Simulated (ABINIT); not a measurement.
# CoSi (Pm-3m) in ABINIT: single point with PBE

Aim: the single point of CoSi with PBE.

Program: ABINIT 10.8.3 (patched build). These are calculated values, not measurements. Logs are shortened: lines on timing, memory, paths and dates and some standing lists are left out, and cuts for length are marked. The log counts tension as positive stress, the text compression.

## Step 1: The structure

Symmetry: Pm-3m, No. 221, cubic system. Conventional cell: a = 2.781 Å, b = 2.781 Å, c = 2.781 Å, α = 90.00°, β = 90.00°, γ = 90.00°. Co (site symmetry m-3m) has 8 Si at 2.41 Å as nearest neighbours. Around Si (site symmetry m-3m) lie 8 Co at 2.41 Å.

Measurements of this composition are mostly on another form, of space group No. 198.

## Step 2: Single point, PBE, collinear spin, ferromagnetic start

The input, run.abi:

```
# Pseudopotentials
pp_dirpath "./"
pseudos "Co.GGA_PBE-JTH.xml, Si.GGA_PBE-JTH.xml"

# Structure
acell 5.2559595211 5.2559595211 5.2559595211
rprim
     1.0000000000     0.0000000000     0.0000000000
     0.0000000000     1.0000000000     0.0000000000
     0.0000000000     0.0000000000     1.0000000000
ntypat 2
znucl 27 14
natom 2
typat 1 2
xcart
     0.0000000000     0.0000000000     0.0000000000
     1.3906670000     1.3906670000     1.3906670000 Angstrom

# Plane-wave basis
ecut 26.0
pawecutdg 48.0
pawxcdev 0

# k points
kptopt 1
ngkpt 10 10 10
nshiftk 1
shiftk 0.0 0.0 0.0

# Exchange and correlation
ixc 11

# Bands and occupations
nband 15
occopt 3
tsmear 0.05 eV

# Spin
nsppol 2
spinat
     0.0000000000     0.0000000000     5.0000000000
     0.0000000000     0.0000000000     0.0000000000

# SCF cycle
nstep 100
tolvrs 1.0e-9

# Output
iomode 3
prtwf 0
prtden 0
prteig 0
prtebands 0
enunit 2
```

Potentials or basis: JTH PAW PBE v2.0.

On the command line:

```
> abinit run.abi > log 2>&1
```

run.abo:

```text
.Version 10.8.3 of ABINIT
 Symmetries : space group Pm -3 m (#221); Bravais cP (primitive cubic)
================================================================================
 Values of the parameters that define the memory need of the present run
     intxc =       0    ionmov =       0      iscf =      17    lmnmax =      18
     lnmax =       6     mgfft =      27  mpssoang =       3    mqgrid =    3001
     natom =       2  nloc_mem =       2    nspden =       2   nspinor =       1
    nsppol =       2      nsym =      48    n1xccc =       1    ntypat =       2
    occopt =       3   xclevel =       2
       mpw =         938          nfft =       19683          nkpt =          56
 PAW method is used; the additional fine FFT grid is defined by:
   mgfftf=        36    nfftf =     46656
================================================================================
================================================================================

--------------------------------------------------------------------------------
------------- Echo of variables that govern the present computation ------------
--------------------------------------------------------------------------------
 -outvars: echo values of preprocessed input variables --------
            acell      5.2559595211E+00  5.2559595211E+00  5.2559595211E+00 Bohr
              amu      5.89332000E+01  2.80855000E+01
             ecut      2.60000000E+01 Hartree
           enunit           2
                       outvar_i_n : Printing only first  50 k-points.
              ixc          11
                       outvar_i_n : Printing only first  50 k-points.
         kptrlatt       10    0    0      0   10    0      0    0   10
          kptrlen      5.25595952E+01
            natom           2
            nband          15
            ngfft          27      27      27
          ngfftdg          36      36      36
             nkpt          56
           nspden           2
           nsppol           2
            nstep         100
             nsym          48
           ntypat           2
                       prtocc : prtvol=0, do not print more k-points.
                       1.000000  1.000000  1.000000  1.000000  1.000000  1.000000
                       1.000000  1.000000  1.000000  1.000000  1.000000  0.000000
                       0.000000  0.000000  0.000000
                       1.000000  1.000000  1.000000  1.000000  1.000000  1.000000
                       1.000000  1.000000  1.000000  1.000000  1.000000  0.000000
                       0.000000  0.000000  0.000000
                       1.000000  1.000000  1.000000  1.000000  1.000000  1.000000
                       1.000000  1.000000  1.000000  1.000000  1.000000  0.000000
                       0.000000  0.000000  0.000000
                       1.000000  1.000000  1.000000  1.000000  1.000000  1.000000
                       1.000000  1.000000  1.000000  1.000000  1.000000  0.000000
                       0.000000  0.000000  0.000000
                       1.000000  1.000000  1.000000  1.000000  1.000000  1.000000
                       1.000000  1.000000  1.000000  1.000000  1.000000  0.000000
                       0.000000  0.000000  0.000000
                       1.000000  1.000000  1.000000  1.000000  1.000000  1.000000
                       1.000000  1.000000  1.000000  1.000000  1.000000  0.000000
[... 118 lines left out ...]
                       1.000000  1.000000  1.000000  1.000000  1.000000  1.000000
                       1.000000  1.000000  1.000000  1.000000  0.000000  0.000000
                       0.000000  0.000000  0.000000
                       1.000000  1.000000  1.000000  1.000000  1.000000  1.000000
                       1.000000  1.000000  1.000000  1.000000  0.000000  0.000000
                       0.000000  0.000000  0.000000
                       1.000000  1.000000  1.000000  1.000000  1.000000  1.000000
                       1.000000  1.000000  1.000000  1.000000  0.000000  0.000000
                       0.000000  0.000000  0.000000
                       1.000000  1.000000  1.000000  1.000000  1.000000  1.000000
                       1.000000  1.000000  1.000000  1.000000  0.000000  0.000000
                       0.000000  0.000000  0.000000
                       1.000000  1.000000  1.000000  1.000000  1.000000  1.000000
                       1.000000  1.000000  1.000000  1.000000  0.000000  0.000000
                       0.000000  0.000000  0.000000
                       prtocc : prtvol=0, do not print more k-points.
           occopt           3
        pawecutdg      4.80000000E+01 Hartree
         pawxcdev           0
           prtden           0
        prtebands           0
           prteig           0
            prtwf           0
          spgroup         221
           spinat      0.0000000000E+00  0.0000000000E+00  5.0000000000E+00
                       0.0000000000E+00  0.0000000000E+00  0.0000000000E+00
           tolvrs      1.00000000E-09
           tsmear      1.83746611E-03 Hartree
            typat      1  2
           useylm           1
                       outvars : Printing only first  50 k-points.
           xangst      0.0000000000E+00  0.0000000000E+00  0.0000000000E+00
                       1.3906669991E+00  1.3906669991E+00  1.3906669991E+00
            xcart      0.0000000000E+00  0.0000000000E+00  0.0000000000E+00
                       2.6279797606E+00  2.6279797606E+00  2.6279797606E+00
             xred      0.0000000000E+00  0.0000000000E+00  0.0000000000E+00
                       5.0000000000E-01  5.0000000000E-01  5.0000000000E-01
            znucl       27.00000   14.00000
[... 156 lines left out ...]
  Sum:                 8.931661     8.366949     17.298610     0.564712
 Total magnetization (from the atomic spheres):                0.564712
 Total magnetization (exact up - dn):                          0.548232

================================================================================

 ----iterations are completed or convergence reached----

 Mean square residual over all n,k,spin=   13.158E-09; max=  12.087E-06
 reduced coordinates (array xred) for    2 atoms
       0.000000000000      0.000000000000      0.000000000000
       0.500000000000      0.500000000000      0.500000000000
 rms dE/dt=  0.0000E+00; max dE/dt=  0.0000E+00; dE/dt below (all hartree)
    1       0.000000000000      0.000000000000      0.000000000000
    2       0.000000000000      0.000000000000      0.000000000000

 cartesian coordinates (angstrom) at end:
    1      0.00000000000000     0.00000000000000     0.00000000000000
    2      1.39066699905394     1.39066699905394     1.39066699905394

 cartesian forces (hartree/bohr) at end:
    1     -0.00000000000000    -0.00000000000000    -0.00000000000000
    2     -0.00000000000000    -0.00000000000000    -0.00000000000000
 frms,max,avg= 0.0000000E+00 0.0000000E+00   0.000E+00  0.000E+00  0.000E+00 h/b

 cartesian forces (eV/Angstrom) at end:
    1     -0.00000000000000    -0.00000000000000    -0.00000000000000
    2     -0.00000000000000    -0.00000000000000    -0.00000000000000
 frms,max,avg= 0.0000000E+00 0.0000000E+00   0.000E+00  0.000E+00  0.000E+00 e/A
 length scales=  5.255959521100  5.255959521100  5.255959521100 bohr
              =  2.781333998108  2.781333998108  2.781333998108 angstroms
 Fermi (or HOMO) energy (hartree) =   0.52788   Average Vxc (hartree)=  -0.46670
 Magnetization (Bohr magneton)=  5.48214173E-01
 Total spin up =  1.07741071E+01   Total spin down =  1.02258929E+01
 Eigenvalues (hartree) for nkpt=  56  k points, SPIN UP:
 kpt#   1, nband= 15, wtk=  0.00100, kpt=  0.0000  0.0000  0.0000 (reduced coord)
  -2.98601   -1.63675   -1.63675   -1.63675    0.00067    0.37382    0.37382    0.46892
   0.46892    0.46892    0.63413    0.63413    0.63413    0.80322    0.80322
      occupation numbers for kpt#   1
   1.00000    1.00000    1.00000    1.00000    1.00000    1.00000    1.00000    1.00000
   1.00000    1.00000    0.00000    0.00000    0.00000    0.00000    0.00000
 prteigrs : prtvol=0 or 1, do not print more k-points.

 Eigenvalues (hartree) for nkpt=  56  k points, SPIN DOWN:
 kpt#   1, nband= 15, wtk=  0.00100, kpt=  0.0000  0.0000  0.0000 (reduced coord)
  -2.96157   -1.61298   -1.61298   -1.61298    0.00108    0.39586    0.39586    0.48224
   0.48224    0.48224    0.63475    0.63475    0.63475    0.81351    0.81351
      occupation numbers for kpt#   1
   1.00000    1.00000    1.00000    1.00000    1.00000    1.00000    1.00000    1.00000
   1.00000    1.00000    0.00000    0.00000    0.00000    0.00000    0.00000
 prteigrs : prtvol=0 or 1, do not print more k-points.

 Fermi (or HOMO) energy (eV) =  14.36442   Average Vxc (eV)= -12.69969
 Eigenvalues (   eV  ) for nkpt=  56  k points, SPIN UP:
 kpt#   1, nband= 15, wtk=  0.00100, kpt=  0.0000  0.0000  0.0000 (reduced coord)
 -81.25337  -44.53827  -44.53827  -44.53827    0.01813   10.17220   10.17220   12.76002
  12.76002   12.76002   17.25546   17.25546   17.25546   21.85679   21.85679
 prteigrs : prtvol=0 or 1, do not print more k-points.

 Eigenvalues (   eV  ) for nkpt=  56  k points, SPIN DOWN:
 kpt#   1, nband= 15, wtk=  0.00100, kpt=  0.0000  0.0000  0.0000 (reduced coord)
 -80.58845  -43.89136  -43.89136  -43.89136    0.02932   10.77195   10.77195   13.12231
  13.12231   13.12231   17.27237   17.27237   17.27237   22.13666   22.13666
 prteigrs : prtvol=0 or 1, do not print more k-points.

--- !EnergyTerms
iteration_state     : {dtset: 1, }
comment             : Components of total free energy in Hartree
kinetic             :  1.36809280093441E+01
hartree             :  4.62263588100981E+01
xc                  : -5.66271682175488E+00
Ewald energy        : -9.26984900904909E+01
psp_core            :  2.87134297878989E+00
local_psp           : -1.42199884421317E+02
PAW spherical_terms :  2.73591125007034E+01
internal            : -1.50423349034627E+02
'-kT*entropy'       : -5.47119701141557E-04
total_energy        : -1.50423896154328E+02
total_energy_eV     : -4.09324273888076E+03
...

--- !EnergyTermsDC
iteration_state     : {dtset: 1, }
comment             : '"Double-counting" decomposition of free energy'
band_energy         : -1.08623013734618E+01
Ewald energy        : -9.26984900904909E+01
psp_core            :  2.87134297878989E+00
xc_dc               : -4.59123073516347E+01
PAW spherical_terms : -3.82159555538444E+00
internal            : -1.50423351392182E+02
'-kT*entropy'       : -5.47119701141557E-04
total_energy_dc     : -1.50423898511883E+02
total_energy_dc_eV  : -4.09324280303310E+03
...

--- !EnergyTermsWithPAWCore
iteration_state     : {dtset: 1, }
comment             : 'Components of total free energy, including PAW core contributions'
Total energy        : -1.68351435048038E+03
Total energy DC     : -1.68351435283794E+03
Total energy (eV)   : -4.58107592415735E+04
Total energy DC (eV): -4.58107593057258E+04
...

 Cartesian components of stress tensor (hartree/bohr^3)
  sigma(1 1)= -2.86331004E-05  sigma(3 2)=  0.00000000E+00
  sigma(2 2)= -2.86331004E-05  sigma(3 1)=  0.00000000E+00
  sigma(3 3)= -2.86331004E-05  sigma(2 1)=  0.00000000E+00

-Cartesian components of stress tensor (GPa)         [Pressure=  8.4241E-01 GPa]
- sigma(1 1)= -8.42414898E-01  sigma(3 2)=  0.00000000E+00
- sigma(2 2)= -8.42414898E-01  sigma(3 1)=  0.00000000E+00
- sigma(3 3)= -8.42414898E-01  sigma(2 1)=  0.00000000E+00

== END DATASET(S) ==============================================================
================================================================================

 -outvars: echo values of variables after computation  --------
            acell      5.2559595211E+00  5.2559595211E+00  5.2559595211E+00 Bohr
           etotal     -1.5042389851E+02
            fcart     -0.0000000000E+00 -0.0000000000E+00 -0.0000000000E+00
                      -0.0000000000E+00 -0.0000000000E+00 -0.0000000000E+00
           strten     -2.8633100409E-05 -2.8633100409E-05 -2.8633100409E-05
                       0.0000000000E+00  0.0000000000E+00  0.0000000000E+00
           xangst      0.0000000000E+00  0.0000000000E+00  0.0000000000E+00
                       1.3906669991E+00  1.3906669991E+00  1.3906669991E+00
             xred      0.0000000000E+00  0.0000000000E+00  0.0000000000E+00
                       5.0000000000E-01  5.0000000000E-01  5.0000000000E-01
 Calculation completed.
```

Run time: 2.4 min. Hardware: 1 thread of Arm Neoverse V2, shared host; peak memory 0.15 GiB.

What came out:

```
Free energy                                           : -4093.2428 eV
Pressure                                              : 0.8 GPa
Band gap on the k mesh                                : none (metal or under the smearing width)
Net moment                                            : 0.55 μB per cell
Site moments                                          : Co +0.56; Si +0.01 μB
Valence electrons inside the program's atomic spheres : Co 15.75; Si 1.55
```

Caveat: the moment fell far below its start of 5 μB, so a state of higher moment may lie lower in energy.

## Step 3: For comparison

An earlier run on the cell as given: functional PBE; potentials or basis JTH PAW PBE v2.0; cutoff 707 eV; k mesh 10 × 10 × 10; occupations fermi-dirac, width 0.05 eV; collinear spin, ferromagnetic start; starting moments [2.0, 0.0] μB.

- Pressure: 0.8 GPa
- Band gap on the k mesh: none (metal or under the smearing width)
- Net moment: 0.55 μB per cell
- Site moments: Co +0.56; Si +0.01 μB
- Valence electrons inside the program's atomic spheres: Co 15.75; Si 1.55
